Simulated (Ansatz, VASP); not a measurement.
Two plane-wave programs on AlN

File INCAR:

```
PREC = Accurate ; ENCUT = 520
EDIFF = 1E-6 ; ISMEAR = 0
SIGMA = 0.05 ; LREAL = False
LASPH = True ; NELM = 60
ALGO = Normal ; ISIF = 2
LWAVE = False ; LCHARG = True
GGA = PE ; LELF = True
LVHAR = True ; NBANDS = 16
```

File KPOINTS:

```
regular mesh
0
Gamma
  9 9 6
```

File POSCAR:

```
AlN
1.0
    3.2721000000      0.0000000000      0.0000000000
   -1.6360500000      2.8337217237      0.0000000000
    0.0000000000      0.0000000000      4.4388000000
Al N
2 2
Direct
    0.3333333333      0.6666666667      0.7500000000
    0.6666666667      0.3333333333      0.2500000000
    0.3333333333      0.6666666667      0.2500000000
    0.6666666667      0.3333333333      0.7500000000
```

Input for Ansatz:

```yaml
crystal:
  lattice:
    - [3.2721, 0.0, 0.0]
    - [-1.63605, 2.8337217237, 0.0]
    - [0.0, 0.0, 4.4388]
  atoms:
    - { symbol: Al, position: [0.3333333333, 0.6666666667, 0.75] }
    - { symbol: Al, position: [0.6666666667, 0.3333333333, 0.25] }
    - { symbol: "N", position: [0.3333333333, 0.6666666667, 0.25] }
    - { symbol: "N", position: [0.6666666667, 0.3333333333, 0.75] }
basis:
  ecutwfc: 520.0
kpoints:
  mp_grid: { grid: [9, 9, 6] }
hamiltonian:
  xc: pbe
  pseudopotentials: { kind: paw, azcp: { folder: soft_1 } }
scf:
  occupations: { method: gaussian, width: 0.05 }
output:
  forces: true
  stress: true
  eigenvalues: true
```

Alike in both runs: task single point; functional PBE; k mesh 9 × 9 × 6; occupations gaussian, width 0.05 eV; no spin polarisation.

|  | VASP | Ansatz |
| --- | --- | --- |
| version | VASP 6.6.1 | Ansatz 0.2.0 |
| potentials or method | VASP PAW PBE potentials, release 64 (Al, N) | scalar-relativistic, plane waves, PAW |
| plane-wave cutoff (eV) | 520 | 520 |
| valence electrons in the cell | 16 | 16 |

|  | VASP | Ansatz | Ansatz less VASP |
| --- | --- | --- | --- |
| gap on the k mesh at the Fermi level (eV) | 2.83 | 2.82 | -0.009 |
| least direct gap on the mesh (eV) | 2.83 | 2.82 | -0.009 |
| pressure (GPa) | -3.3 | -3.1 | +0.17 |
| largest component of the traceless stress (GPa) | 5.52 | 5.61 | +0.090 |

The functional is the same, so the differences come from potentials, cutoffs and numerics.

Expect the measured gap to be larger: semilocal functionals such as PBE lack the derivative discontinuity.
